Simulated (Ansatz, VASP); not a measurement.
One calculation of SnO, two programs

```
Sn O
1.0
     3.85203    0.00000    0.00000
     0.00000    3.85203    0.00000
     0.00000    0.00000    4.89964
Sn O
2 2
Direct
  0.00000 0.50000 0.23850
  0.50000 0.00000 0.76150
  0.00000 0.00000 0.00000
  0.50000 0.50000 0.00000
```

Change from the starting cell: volume scaled by 1.04.

Alike in both runs: task single point; functional LDA; k mesh 6 × 6 × 5; occupations fermi-dirac, width 0.02 eV; no spin polarisation.

|  | VASP | Ansatz |
| --- | --- | --- |
| version | VASP 6.6.1 | Ansatz 0.2.0 |
| potentials or method | VASP PAW LDA potentials, release 64 (Sn_d, O), cutoff 520 eV | all-electron LAPW, scalar-relativistic |

```tsv
	VASP	Ansatz	Ansatz less VASP
pressure (GPa)	-5.9	-6.1	-0.27
largest component of the traceless stress (GPa)	0.64	0.62	-0.013
rms of the force components (eV/Å)	0.270	0.309	+0.0397
```

Atom by atom the forces differ by 0.040 eV/Å (rms over components). Ansatz ran all-electron here, so the differences hold the error of VASP's frozen core and of both bases.
